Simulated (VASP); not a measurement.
Calculation: PBE GGA, VASP's PBE PAW potentials (set 64) (plane waves; VASP).

VASP input:

INCAR:
```
SYSTEM  =  ZrO2
PREC  =  Accurate; ENCUT  =  400; LREAL  =  .False.
LASPH  =  .True.
EDIFF  =  1E-6; NELM  =  100; ALGO  =  Normal
LMAXMIX  =  4
ISMEAR  =  -1; SIGMA  =  0.01
GGA  =  PE
ISIF  =  2
LWAVE  =  .False.; LCHARG  =  .False.
```

File KPOINTS:
```
Automatic mesh
0
Gamma
  9 9 7
```

File POSCAR:
```
ZrO2
1
    3.5562480000     0.0000000000     0.0000000000
    0.0000000000     3.5562480000     0.0000000000
    0.0000000000     0.0000000000     5.1614130000
Zr O
2 4
Direct
  0.0000000000   0.0000000000   0.0000000000
  0.5000000000   0.5000000000   0.5000000000
  0.0000000000   0.5000000000   0.3017700000
  0.0000000000   0.5000000000   0.8017700000
  0.5000000000   0.0000000000   0.1982300000
  0.5000000000   0.0000000000   0.6982300000
```

POTCAR, in this order: Zr_sv O (PBE.64 set). Program: vasp_std.

Output of the run:

File OSZICAR:
```
       N       E                     dE             d eps       ncg     rms          rms(c)
DAV:   1     0.390754810682E+03    0.39075E+03   -0.24464E+04  3360   0.145E+03
DAV:   2    -0.450219964832E+02   -0.43578E+03   -0.42522E+03  4552   0.420E+02
DAV:   3    -0.679299279565E+02   -0.22908E+02   -0.22840E+02  4832   0.939E+01
DAV:   4    -0.690951202061E+02   -0.11652E+01   -0.11645E+01  4812   0.173E+01
DAV:   5    -0.691158184871E+02   -0.20698E-01   -0.20697E-01  4208   0.237E+00    0.402E+01
DAV:   6    -0.571241665696E+02    0.11992E+02   -0.64589E+01  3980   0.531E+01    0.174E+01
DAV:   7    -0.572750377814E+02   -0.15087E+00   -0.43904E+00  4676   0.125E+01    0.890E+00
DAV:   8    -0.572614614628E+02    0.13576E-01   -0.35743E-01  3900   0.449E+00    0.121E+00
DAV:   9    -0.572574555601E+02    0.40059E-02   -0.88514E-02  3908   0.165E+00    0.473E-01
DAV:  10    -0.572580159242E+02   -0.56036E-03   -0.21942E-02  3672   0.116E+00    0.287E-01
DAV:  11    -0.572577703604E+02    0.24556E-03   -0.30942E-03  3596   0.416E-01    0.103E-01
DAV:  12    -0.572577777375E+02   -0.73770E-05   -0.18936E-04  4652   0.969E-02    0.218E-02
DAV:  13    -0.572577779631E+02   -0.22561E-06   -0.32084E-05  3952   0.342E-02    0.386E-03
DAV:  14    -0.572577785351E+02   -0.57203E-06   -0.99926E-07  2220   0.715E-03
   1 F= -.57257779E+02 E0= -.57257779E+02  d E =-.245869E-14
```

File OUTCAR:
```
------------------------ aborting loop because EDIFF is reached ----------------------------------------
  FORCE on cell =-STRESS in cart. coord.  units (eV):
  Direction    XX          YY          ZZ          XY          YZ          ZX
  --------------------------------------------------------------------------------------
  Total        3.4079758      3.4079758      2.7172879      0.0000000      0.0000000      0.0000000
  in kB       83.6477742     83.6477742     66.6950413      0.0000000      0.0000000      0.0000000
  external PRESSURE =      77.9968633 kB  Pullay stress =       0.0000000 kB
  volume of cell :       65.28
      direct lattice vectors                 reciprocal lattice vectors
     3.556248000  0.000000000  0.000000000     0.281195237  0.000000000  0.000000000
     0.000000000  3.556248000  0.000000000     0.000000000  0.281195237  0.000000000
     0.000000000  0.000000000  5.161413000     0.000000000  0.000000000  0.193745395
 POSITION                                       TOTAL-FORCE (eV/Angst)
 -----------------------------------------------------------------------------------
      0.00000      0.00000      0.00000         0.000000      0.000000      0.000000
      1.77812      1.77812      2.58071         0.000000     -0.000000      0.000000
      0.00000      1.77812      1.55756        -0.000000     -0.000000     -0.199666
      0.00000      1.77812      4.13827         0.000000      0.000000     -0.199666
      1.77812      0.00000      1.02315         0.000000      0.000000      0.199666
      1.77812      0.00000      3.60385        -0.000000      0.000000      0.199666
 -----------------------------------------------------------------------------------
    total drift:                                0.000000      0.000000     -0.000000
  FREE ENERGIE OF THE ION-ELECTRON SYSTEM (eV)
  ---------------------------------------------------
  free  energy   TOTEN  =       -57.2577785351 eV

  energy  without entropy=      -57.2577785351  energy(sigma->0) =      -57.25777854
```
(Selected blocks of OUTCAR.)

At this cut-off the stress carries a Pulay error, which pulls relaxed volumes low.

The structure comes from a computed database's ZrO2 entry; how it stands against other phases isn't given here. The cell was not relaxed at this level.
